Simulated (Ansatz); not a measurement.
Ansatz (a program for electronic structure) run on MgF2 (P4_2/mnm, 6 atoms in the cell): self-consistent single point

Method of the run: PBE (plane waves, PAW; Ansatz).

Input:

Ansatz 0.2 input:
```yaml
# MgF2
crystal:
  lattice:
    - [4.596900, 0.000000, 0.000000]
    - [0.000000, 4.596900, 0.000000]
    - [0.000000, 0.000000, 3.034750]
  atoms:
    - { symbol: Mg, position: [0.000000, 0.000000, 0.000000] }
    - { symbol: Mg, position: [0.500000, 0.500000, 0.500000] }
    - { symbol: F, position: [0.303000, 0.303000, 0.000000] }
    - { symbol: F, position: [0.803000, 0.197000, 0.500000] }
    - { symbol: F, position: [0.197000, 0.803000, 0.500000] }
    - { symbol: F, position: [0.697000, 0.697000, 0.000000] }
basis:
  ecutwfc: 420.0
kpoints:
  mp_grid: { grid: [6, 6, 8] }
hamiltonian:
  xc: pbe
  pseudopotentials: { kind: paw }
scf:
  occupations: { method: fermi_dirac, width: 0.05 }
output:
  forces: true
  eigenvalues: true
  stress: true
```

Output (repeated stretches shortened):

```
WARN ansatz: RAYON_NUM_THREADS=1 ignored (pool sized by the plan → 1); use --threads N
Pseudopotentials: kind: paw
Pseudopotential: Mg, paw, valence charge 10
Pseudopotential: F, paw, valence charge 7
Crystal: 6 atoms, lattice volume = 64.129 Å³
Basis set: ecut = 420 eV, 1227 PW (Γ), exchange–correlation on 64×64×48 points (8 copies of the dense FFT grid, shifted against one another)
Bands: 30, of which v1, the nominal top of the filled ones, is band 24 counted from 1 (23 counted from 0)
Symmetry: 16 space group operations
Space group: P42/mnm (ITA 136), of the structure as read, at distance tolerance 4.0e-5 Å
k-points: 50 of 288
Initial density: superposition of atomic densities (neutral atoms: chi_scale 0, normalization atom), corrected by the library's trained network
Initial wavefunctions: pseudopotential atomic-orbital guess
Eigensolver: davidson
Functional: x = pbe(κ = 0.804, μ = 0.2195149727645171), c = pbe(β = 0.06672455060314922)
SCF iter   1: F=—  HF=-7091.029421 eV  |F-HF|=—  |Δ(HF+E_count)|=         —  Δρ=6.94e-4  dr2=1.79e-4  ethr=1.77e-3  ⟨swp⟩=5.9  Hψ=6778  notcnv=0  defer=4
all-band conjugate gradients solve this SCF's bands
preconditioner: auto → Resta (q_TF=auto, 2.600 Å⁻¹)
SCF iter   2: F=—  HF=-7091.029404 eV  |F-HF|=—  |Δ(HF+E_count)|=   1.68e-5  Δρ=3.98e-4  dr2=7.30e-5  ethr=3.73e-7  ⟨swp⟩=2.2  Hψ=3129  notcnv=0  defer=7
SCF iter   3: F=—  HF=-7091.029622 eV  |F-HF|=—  |Δ(HF+E_count)|=   2.18e-4  Δρ=1.89e-4  dr2=1.62e-5  ethr=1.52e-7  ⟨swp⟩=2.0  Hψ=2609  notcnv=0  defer=7
SCF iter   4: F=—  HF=-7091.029618 eV  |F-HF|=—  |Δ(HF+E_count)|=   3.38e-6  Δρ=4.43e-5  dr2=9.88e-7  ethr=3.37e-8  ⟨swp⟩=2.6  Hψ=2316  notcnv=0  defer=7
SCF iter   5: F=—  HF=-7091.029619 eV  |F-HF|=—  |Δ(HF+E_count)|=   6.03e-7  Δρ=2.47e-5  dr2=2.33e-7  ethr=2.06e-9  ⟨swp⟩=2.0  Hψ=2404  notcnv=0  defer=7
SCF iter   6: F=-7091.029619 eV  HF=-7091.029619 eV  |F-HF|=2.44e-9  |Δ(HF+E_count)|=   3.47e-7  Δρ=6.19e-6  dr2=1.11e-8  ethr=2.08e-10  ⟨swp⟩=7.4  Hψ=6288  notcnv=0
SCF 1 converged in 6 iterations: F = -7091.029619 eV  dr2 = 1.11e-8
SCF converged after 6 iterations
Free energy (F): -7091.029619 eV
Harris-Foulkes:  -7091.029619 eV  (|F-HF|=2.44e-9)
Internal energy: -7091.029619 eV  (E = F + TS)
E sigma→0 (E₀):  -7091.029619 eV
Fermi energy:    6.278069 eV
--- Per-component energies (eV) ---
  E_band       = -809.436685
  E_kinetic    = 988.705722
  E_local      = -5276.943275  (includes V_loc(G=0)·N_el)
  E_nonlocal   = 484.062578
  E_hartree    = 1902.208442
  E_xc         = -381.240590
  E_vxc        = -489.228032  (∫ρ·V_xc dr)
  E_paw        = -1387.854062  (= ΣΔE_a)
  E_vpaw       = -320.464435  (= ΣTr[D̂ρ^β])
  E_aug_tail   = 0.008262  (compensation charges beyond the density's cutoff)
  E_ewald      = -3419.976696
  E_smearing   = -0.000000  (= −TS)
  E_closure    = -0.000000  (closes the sum)
  Σ components = -7091.029619   (vs F -7091.029619, Δ=0.00e0)
--- Forces (eV/Å), atoms counted from 1 ---
  atom   1  Mg     0.00000000    -0.00000000    -0.00000000
  atom   2  Mg    -0.00000000    -0.00000000    -0.00000000
  atom   3  F     -0.03528486    -0.03528486     0.00000000
  atom   4  F     -0.03528486     0.03528486     0.00000000
  atom   5  F      0.03528486    -0.03528486     0.00000000
  atom   6  F      0.03528486     0.03528486    -0.00000000
  max |Σ_I F_I| component: 6.94e-18 eV/Å
--- Stress (GPa, compression-positive) ---
        6.461660       0.000000       0.000000
        0.000000       6.461660       0.000000
        0.000000       0.000000       6.998103
  P = ⅓ Tr σ = 6.6405 GPa (66.405 kbar)
  The stress holds the Pulay correction. Without it, at fixed plane waves, as pw.x and ABINIT print it: P = 5.9580 GPa
--- Band table (eV; the first three rows and the last of 50) ---
  k-point 0: bands = ["-68.1287", "-68.1277", "-34.9099", "-34.9099", "-34.8818", "-34.8818", "-34.8775", "-34.8736", "-18.1878", "-17.3219", "-17.3219", "-17.2598", "-1.5078", "0.0517", "0.5010", "0.5010", "0.6916", "0.7194", "1.3745", "1.3745", [...]
  k-point 1: bands = ["-68.1283", "-68.1274", "-34.9079", "-34.9079", "-34.8845", "-34.8816", "-34.8816", "-34.8809", "-18.1272", "-17.3131", "-17.3131", "-17.2658", "-1.4074", "0.1593", "0.5405", "0.5492", "0.5492", "0.6646", "1.2379", "1.2379", [...]
  k-point 2: bands = ["-68.1273", "-68.1266", "-34.9029", "-34.9029", "-34.9011", "-34.8985", "-34.8815", "-34.8815", "-17.9636", "-17.2968", "-17.2918", "-17.2918", "-1.1330", "0.2199", "0.4646", "0.4676", "0.6211", "0.6211", "0.9623", "0.9924", [...]
  k-point 49: bands = ["-68.1257", "-68.1257", "-34.9238", "-34.9238", "-34.8951", "-34.8951", "-34.8825", "-34.8825", "-17.4815", "-17.4815", "-17.3069", "-17.3069", "-1.1891", "-1.1891", "-0.4659", "-0.4659", "1.1372", "1.1372", "1.2145", [...]
```

The run converged in 6 iterations.

The starting cell has typed, rounded lattice constants, without a prior relaxation at this level. Its lattice was rescaled by up to half a per cent. With a pressure of about 7 GPa the cell is away from its equilibrium volume at this level. Ansatz's pressure includes its estimate of the finite-basis (Pulay) stress. Without the estimate this run gives 5.96 GPa.
